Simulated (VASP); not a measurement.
# Cu2O (Pn-3m) in VASP: Born charges and dielectric tensor with PBEsol

Aim: the Born charges and dielectric tensor of Cu2O with PBEsol.

All numbers are computed with VASP 6.6.1; they aren't measurements. Logs are shortened: lines on timing, memory, paths and dates and some standing lists are left out, and cuts for length are marked.

**What was measured.**

“Importance of surface oxygen vacancies for ultrafast hot carrier relaxation and transport in Cu2O”, 2021, arxiv:2103.03167 quotes, for a bulk crystal of Cu2O: band gap 2.17 eV (direct).

The runs below are set against these values where they give the same quantity.

## Step 1: Starting point

It takes space group Pn-3m (No. 224, cubic). The conventional cell has a = 4.232 Å, b = 4.232 Å, c = 4.232 Å, α = 90.00°, β = 90.00°, γ = 90.00°. Cu (site symmetry -3m) has 2 O at 1.83 Å as nearest neighbours. Around O (site symmetry -43m) lie 4 Cu at 1.83 Å.

## Step 2: Born charges and dielectric tensor, PBEsol

INCAR

```
PREC     = Accurate       # precision mode
ENCUT    = 520            # plane-wave cutoff, eV
EDIFF    = 1E-8           # SCF threshold, eV
ISMEAR   = 0              # smearing method
SIGMA    = 0.02           # smearing width, eV
LREAL    = False          # projectors in reciprocal space
LASPH    = True           # aspherical terms in the spheres
NELM     = 80             # most SCF steps
ALGO     = Normal         # electronic algorithm
ISIF     = 2              # what is computed and relaxed
LWAVE    = False          # write WAVECAR
LCHARG   = False          # write CHGCAR
GGA      = PS             # functional
LEPSILON = True           # dielectric tensor by DFPT
IBRION   = 8              # ionic algorithm
NSW      = 1              # ionic steps
KPAR     = 8
```

KPOINTS

```
Automatic mesh
0
Gamma
  8 8 8
```

POSCAR

```
Cu2O                                    
1.0
    4.2319943466      0.0000000000      0.0000000000
    0.0000000000      4.2319943466      0.0000000000
    0.0000000000      0.0000000000      4.2319943466
  Cu              O             
     4     2
Direct
     0.2500000000000000    0.2500000000000000    0.2500000000000000
     0.2500000000000000    0.7500000000000000    0.7500000000000000
     0.7500000000000000    0.7500000000000000    0.2500000000000000
     0.7500000000000000    0.2500000000000000    0.7500000000000000
     0.0000000000000000    0.0000000000000000    0.0000000000000000
     0.5000000000000000    0.5000000000000000    0.5000000000000000
```

Potentials or basis: VASP PAW PBE potentials, release 64 (Cu, O).

The run is started by

```bash
> cat potpaw_PBE.64/Cu/POTCAR potpaw_PBE.64/O/POTCAR > POTCAR
> mpirun -np 8 vasp_std > vasp.out
```

OUTCAR:

```text
PREC = Accurate
   ENCUT = 520
   EDIFF = 1E-8
   ISMEAR = 0
   LREAL = False
   LASPH = True
   NELM = 80
   ISIF = 2
   GGA = PS
   LEPSILON = True
   IBRION = 8
   NSW = 1

 ion  position               nearest neighbor table
   1  0.250  0.250  0.250-   5 1.83   6 1.83
   2  0.250  0.750  0.750-   5 1.83   6 1.83
   3  0.750  0.750  0.250-   5 1.83   6 1.83
   4  0.750  0.250  0.750-   5 1.83   6 1.83
   5  0.000  0.000  0.000-   1 1.83   2 1.83   3 1.83   4 1.83
   6  0.500  0.500  0.500-   1 1.83   2 1.83   3 1.83   4 1.83

  LATTYP: Found a simple cubic cell.
 ALAT       =     4.2319943466

  Lattice vectors:

 A1 = (   4.2319943466,   0.0000000000,   0.0000000000)
 A2 = (   0.0000000000,   4.2319943466,   0.0000000000)
 A3 = (   0.0000000000,   0.0000000000,   4.2319943466)

Analysis of symmetry for initial positions (statically):
=====================================================================
 Subroutine PRICEL returns:
 Original cell was already a primitive cell.

 Routine SETGRP: Setting up the symmetry group for a
 simple cubic supercell.

 Subroutine GETGRP returns: Found 48 space group operations
 (whereof 24 operations were pure point group operations)
 out of a pool of 48 trial point group operations.

The static configuration has the point symmetry T_d .
 The point group associated with its full space group is O_h .

Analysis of symmetry for dynamics (positions and initial velocities):
=====================================================================
 Subroutine PRICEL returns:
 Original cell was already a primitive cell.

 Routine SETGRP: Setting up the symmetry group for a
 simple cubic supercell.

 Subroutine GETGRP returns: Found 48 space group operations
 (whereof 24 operations were pure point group operations)
 out of a pool of 48 trial point group operations.

The dynamic configuration has the point symmetry T_d .
 The point group associated with its full space group is O_h .

 Subroutine INISYM returns: Found 48 space group operations
 (whereof 24 operations are pure point group operations),
 and found     1 'primitive' translations

----------------------------------------------------------------------------------------

                                     Primitive cell

  volume of cell :      75.7941

  direct lattice vectors                    reciprocal lattice vectors
[... 1111 lines left out ...]
  --------------------------------------------------------------------------------
  x     0.00000    -0.00000     0.00000     0.00000     0.00000    -0.00000
  y     0.00000     0.00000     0.00000    -0.00000     0.00000     0.00000
  z     0.00000     0.00000    -0.00000     0.00000    -0.00000     0.00000

 PIEZOELECTRIC TENSOR (including local field effects)  for field in x, y, z        (C/m^2)
          XX          YY          ZZ          XY          YZ          ZX
  --------------------------------------------------------------------------------
  x     0.00000    -0.00000     0.00000     0.00000     0.00000    -0.00000
  y     0.00000     0.00000     0.00000    -0.00000     0.00000     0.00000
  z     0.00000     0.00000    -0.00000     0.00000    -0.00000     0.00000

 BORN EFFECTIVE CHARGES (including local field effects) (in |e|, cummulative output)
 ---------------------------------------------------------------------------------
 ion    1
    1     0.84574     0.39029     0.39029
    2     0.39029     0.84574     0.39029
    3     0.39029     0.39029     0.84574
 ion    2
    1     0.84574    -0.39029    -0.39029
    2    -0.39029     0.84574     0.39029
    3    -0.39029     0.39029     0.84574
 ion    3
    1     0.84574     0.39029    -0.39029
    2     0.39029     0.84574    -0.39029
    3    -0.39029    -0.39029     0.84574
 ion    4
    1     0.84574    -0.39029     0.39029
    2    -0.39029     0.84574    -0.39029
    3     0.39029    -0.39029     0.84574
 ion    5
    1    -1.69148     0.00000    -0.00000
    2    -0.00000    -1.69148     0.00000
    3    -0.00000    -0.00000    -1.69148
 ion    6
    1    -1.69148     0.00000     0.00000
    2    -0.00000    -1.69148     0.00000
    3     0.00000     0.00000    -1.69148

 INTERNAL STRAIN TENSOR FOR ION    6 for displacements in x,y,z  (eV/Angst):
          X           Y           Z          XY          YZ          ZX
  --------------------------------------------------------------------------------
  x    -0.00000    -0.00000    -0.00000    -0.00000   -16.70861     0.00000
  y    -0.00000    -0.00000    -0.00000    -0.00000    -0.00000   -16.70861
  z    -0.00000    -0.00000    -0.00000   -16.70861     0.00000    -0.00000

 SECOND DERIVATIVES (NOT SYMMETRIZED)
 ------------------------------------
               1X          1Y          1Z          2X          2Y          2Z          3X          3Y          3Z          4X          4Y          4Z          5X          5Y          5Z          6X          6Y          6Z
  1X   -10.111264   -8.412659   -8.412659   -0.445914    0.291029    0.291029    0.405598    0.663670   -0.290667    0.405598   -0.290667    0.663670    4.872990    3.874313    3.874313    4.872990    3.874313    3.874313
  1Y    -8.412659  -10.111264   -8.412659   -0.290667    0.405598    0.663670    0.663670    0.405598   -0.290667    0.291029   -0.445914    0.291029    3.874313    4.872990    3.874313    3.874313    4.872990    3.874313
  1Z    -8.412659   -8.412659  -10.111264   -0.290667    0.663670    0.405598    0.291029    0.291029   -0.445914    0.663670   -0.290667    0.405598    3.874313    3.874313    4.872990    3.874313    3.874313    4.872990
  2X    -0.445914   -0.291029   -0.291029  -10.111264    8.412659    8.412659    0.405598    0.290667   -0.663670    0.405598   -0.663670    0.290667    4.872990   -3.874313   -3.874313    4.872990   -3.874313   -3.874313
  2Y     0.290667    0.405598    0.663670    8.412659  -10.111264   -8.412659   -0.291029   -0.445914    0.291029   -0.663670    0.405598   -0.290667   -3.874313    4.872990    3.874313   -3.874313    4.872990    3.874313
  2Z     0.290667    0.663670    0.405598    8.412659   -8.412659  -10.111264   -0.663670   -0.290667    0.405598   -0.291029    0.291029   -0.445914   -3.874313    3.874313    4.872990   -3.874313    3.874313    4.872990
  3X     0.405598    0.663670    0.290667    0.405598   -0.290667   -0.663670  -10.111264   -8.412659    8.412659   -0.445914    0.291029   -0.291029    4.872990    3.874313   -3.874313    4.872990    3.874313   -3.874313
  3Y     0.663670    0.405598    0.290667    0.291029   -0.445914   -0.291029   -8.412659  -10.111264    8.412659   -0.290667    0.405598   -0.663670    3.874313    4.872990   -3.874313    3.874313    4.872990   -3.874313
  3Z    -0.291029   -0.291029   -0.445914   -0.663670    0.290667    0.405598    8.412659    8.412659  -10.111264    0.290667   -0.663670    0.405598   -3.874313   -3.874313    4.872990   -3.874313   -3.874313    4.872990
  4X     0.405598    0.290667    0.663670    0.405598   -0.663670   -0.290667   -0.445914   -0.291029    0.291029  -10.111264    8.412659   -8.412659    4.872990   -3.874313    3.874313    4.872990   -3.874313    3.874313
  4Y    -0.291029   -0.445914   -0.291029   -0.663670    0.405598    0.290667    0.290667    0.405598   -0.663670    8.412659  -10.111264    8.412659   -3.874313    4.872990   -3.874313   -3.874313    4.872990   -3.874313
  4Z     0.663670    0.290667    0.405598    0.291029   -0.291029   -0.445914   -0.290667   -0.663670    0.405598   -8.412659    8.412659  -10.111264    3.874313   -3.874313    4.872990    3.874313   -3.874313    4.872990
  5X     4.846504    3.875031    3.875031    4.846504   -3.875031   -3.875031    4.846504    3.875031   -3.875031    4.846504   -3.875031    3.875031  -18.046628    0.000000   -0.000000   -1.339388    0.000000    0.000000
  5Y     3.875031    4.846504    3.875031   -3.875031    4.846504    3.875031    3.875031    4.846504   -3.875031   -3.875031    4.846504   -3.875031   -0.000000  -18.046628    0.000000   -0.000000   -1.339388    0.000000
  5Z     3.875031    3.875031    4.846504   -3.875031    3.875031    4.846504   -3.875031   -3.875031    4.846504    3.875031   -3.875031    4.846504    0.000000    0.000000  -18.046628    0.000000    0.000000   -1.339388
  6X     4.846504    3.875031    3.875031    4.846504   -3.875031   -3.875031    4.846504    3.875031   -3.875031    4.846504   -3.875031    3.875031   -1.339388    0.000000    0.000000  -18.046628    0.000000   -0.000000
  6Y     3.875031    4.846504    3.875031   -3.875031    4.846504    3.875031    3.875031    4.846504   -3.875031   -3.875031    4.846504   -3.875031   -0.000000   -1.339388    0.000000   -0.000000  -18.046628    0.000000
  6Z     3.875031    3.875031    4.846504   -3.875031    3.875031    4.846504   -3.875031   -3.875031    4.846504    3.875031   -3.875031    4.846504    0.000000    0.000000   -1.339388    0.000000    0.000000  -18.046628

 Eigenvectors and eigenvalues of the dynamical matrix
 ----------------------------------------------------

   1 f  =   19.599867 THz   123.149596 2PiTHz  653.781191 cm-1    81.058500 meV
             X         Y         Z           dx          dy          dz
      1.057999  1.057999  1.057999     0.202516    0.196072    0.182698
      1.057999  3.173996  3.173996     0.055283   -0.022091   -0.035465
      3.173996  3.173996  1.057999     0.202516    0.196072   -0.182698
      3.173996  1.057999  3.173996     0.055283   -0.022091    0.035465
      0.000000  0.000000  0.000000    -0.512553   -0.345908    0.000000
      2.115997  2.115997  2.115997    -0.512553   -0.345908   -0.000000
[... 145 lines left out ...]
  18 f/i=    0.028190 THz     0.177123 2PiTHz    0.940318 cm-1     0.116585 meV
             X         Y         Z           dx          dy          dz
      1.057999  1.057999  1.057999    -0.254104   -0.398106   -0.012316
      1.057999  3.173996  3.173996    -0.251069   -0.396223   -0.010433
      3.173996  3.173996  1.057999    -0.254030   -0.398032   -0.007471
      3.173996  1.057999  3.173996    -0.251142   -0.396149   -0.009355
      0.000000  0.000000  0.000000    -0.127845   -0.201004   -0.005008
      2.115997  2.115997  2.115997    -0.127845   -0.201004   -0.005008

--------------------------------------------------------------------------------------------------------

 MACROSCOPIC STATIC DIELECTRIC TENSOR IONIC CONTRIBUTION
 ------------------------------------------------------
           0.970509     0.000000     0.000000
           0.000000     0.970509     0.000000
           0.000000     0.000000     0.970509
 ------------------------------------------------------

 ELASTIC MODULI CONTR FROM IONIC RELAXATION (kBar)
 Direction    XX          YY          ZZ          XY          YZ          ZX
 --------------------------------------------------------------------------------
 XX          -0.0000      0.0000      0.0000     -0.0000     -0.0000     -0.0000
 YY           0.0000     -0.0000      0.0000     -0.0000     -0.0000     -0.0000
 ZZ           0.0000      0.0000     -0.0000     -0.0000     -0.0000     -0.0000
 XY          -0.0000     -0.0000     -0.0000   -706.4501     -0.0000     -0.0000
 YZ          -0.0000     -0.0000     -0.0000     -0.0000   -706.4501      0.0000
 ZX          -0.0000     -0.0000     -0.0000     -0.0000      0.0000   -706.4501
 --------------------------------------------------------------------------------

 PIEZOELECTRIC TENSOR IONIC CONTR  for field in x, y, z        (C/m^2)
          XX          YY          ZZ          XY          YZ          ZX
  --------------------------------------------------------------------------------
  x     0.00000    -0.00000     0.00000     0.00000     0.00000     0.00000
  y     0.00000    -0.00000    -0.00000    -0.00000     0.00000     0.00000
  z     0.00000    -0.00000     0.00000     0.00000     0.00000    -0.00000
```

Run time: 3.7 min. Hardware: 8 MPI ranks of Intel Xeon Platinum 8488C (Sapphire Rapids), shared host; peak memory 0.84 GiB.

Results:

| Item | Value |
| --- | --- |
| Band gap on the k mesh | 0.55 eV, direct |
| Electronic dielectric tensor (diagonal) | 9.80 |
| Born charges (mean of the diagonal) | Cu +0.85; O -1.69 e |
| Highest phonon frequency at Γ, LO-TO splitting left out | 654 cm⁻¹ |

Levels at points of the mesh, in eV from the valence-band top:
| k point | band 26 | band 27 | band 28 | band 29 | band 30 | band 31 |
| --- | --- | --- | --- | --- | --- | --- |
| (0.00, 0.00, 0.00) | 0.00 | 0.00 | 0.00 | 0.55 | 1.11 | 1.11 |
| (0.50, 0.00, 0.00) | -1.23 | -0.41 | -0.41 | 2.29 | 2.29 | 4.18 |
| (0.50, 0.50, 0.00) | -1.24 | -0.68 | -0.68 | 1.88 | 1.88 | 3.87 |
| (0.50, 0.50, 0.50) | -0.58 | -0.58 | -0.58 | 2.37 | 2.37 | 2.37 |

Phonon frequencies in cm⁻¹ (negative: imaginary):
| q point | frequencies |
| --- | --- |
| (0.000, 0.000, 0.000) | -1 -1 -1 71 71 71 86 86 147 147 147 362 533 533 533 654 654 654 |

Electronic dielectric tensor:
```
9.80 0.00 0.00
0.00 9.80 0.00
0.00 0.00 9.80
```

Born effective charge tensors (e):
atom 1, Cu
```
0.85 0.39 0.39
0.39 0.85 0.39
0.39 0.39 0.85
```
atom 2, Cu
```
 0.85 -0.39 -0.39
-0.39  0.85  0.39
-0.39  0.39  0.85
```
atom 3, Cu
```
 0.85  0.39 -0.39
 0.39  0.85 -0.39
-0.39 -0.39  0.85
```
atom 4, Cu
```
 0.85 -0.39  0.39
-0.39  0.85 -0.39
 0.39 -0.39  0.85
```
atom 5, O
```
-1.69  0.00  0.00
 0.00 -1.69  0.00
 0.00  0.00 -1.69
```
atom 6, O
```
-1.69  0.00  0.00
 0.00 -1.69  0.00
 0.00  0.00 -1.69
```

Caveat: the gap is small at this level, which inflates the dielectric constant.

## Step 3: How close it comes

Step 2. Against the measured gap of Cu2O, 2.17 eV (direct; quoted in “Importance of surface oxygen vacancies for ultrafast hot carrier relaxation and transport in Cu2O”, 2021, arxiv:2103.03167), the calculated 0.55 eV is off by -1.62 eV. So large a miss can be the level of theory's own, or it may mean another phase, state or a wrong row. The value is that of PBEsol on a finite k mesh, which can miss the band edges, without temperature or zero-point motion. Semilocal functionals fall short of measured gaps as a rule.
